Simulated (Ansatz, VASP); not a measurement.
# BP in VASP and in Ansatz

File INCAR:

```
SYSTEM = BP
PREC = Accurate ; ENCUT = 520
EDIFF = 1E-6 ; ISMEAR = -1
SIGMA = 0.02 ; LREAL = .FALSE.
LASPH = .TRUE. ; NELM = 80
ALGO = Normal ; ISIF = 2
LWAVE = .FALSE. ; LCHARG = .FALSE.
GGA = PE ; NBANDS = 11
```

The input KPOINTS:

```
Automatic mesh
0
G
  10 10 10
  0 0 0
```

The input POSCAR:

```
BP
1.0
    0.0000000000      2.2683154741      2.2683154741
    2.2683154741      0.0000000000      2.2683154741
    2.2683154741      2.2683154741      0.0000000000
B P
1 1
Direct
    0.0000000000      0.0000000000      0.0000000000
    0.2500000000      0.2500000000      0.2500000000
```

Input for Ansatz:

```yaml
crystal:
  lattice:
    - [0.0, 2.2683154741, 2.2683154741]
    - [2.2683154741, 0.0, 2.2683154741]
    - [2.2683154741, 2.2683154741, 0.0]
  atoms:
    - { symbol: B, position: [0.0, 0.0, 0.0] }
    - { symbol: P, position: [0.25, 0.25, 0.25] }
kpoints:
  mp_grid: { grid: [10, 10, 10] }
  band_path:
    path:
      - [[0.0, 0.0, 0.0], [-0.5, -0.5, -8.227162528218e-34], [-0.375, -0.375, 0.25]]
      - [[-0.375, 1.607814078788e-17, 0.375], [0.0, 0.0, 0.0], [-2.641427252713e-18, -2.641427252713e-18, 0.5], [-0.5, -0.25, 0.25], [-0.5, -0.5, -8.227162528218e-34]]
    npoints: 10
hamiltonian:
  xc: pbe
scf:
  occupations: { method: fermi_dirac, width: 0.02 }
  n_extra_bands: 4
output:
  forces: true
  stress: true
  eigenvalues: true
```

Alike in both runs: task single point; functional PBE; k mesh 10 × 10 × 10; occupations fermi-dirac, width 0.02 eV; no spin polarisation.

```csv
,VASP,Ansatz
version,VASP 6.6.1,Ansatz 0.2.0
potentials or method,"VASP PAW PBE potentials, release 64 (B, P)","plane waves, PAW"
plane-wave cutoff (eV),520,420
valence electrons in the cell,8,8
```

Ansatz gave:

```
gap on the k mesh at the Fermi level (eV) : 1.24
pressure (GPa)                            : 1.3
```

Problem. Which values does VASP return?

Solution. gap on the k mesh at the Fermi level (eV): 1.24; pressure (GPa): 1.0.

A k mesh can miss the band edges. As with any semilocal functional, this PBE gap is likely too small.
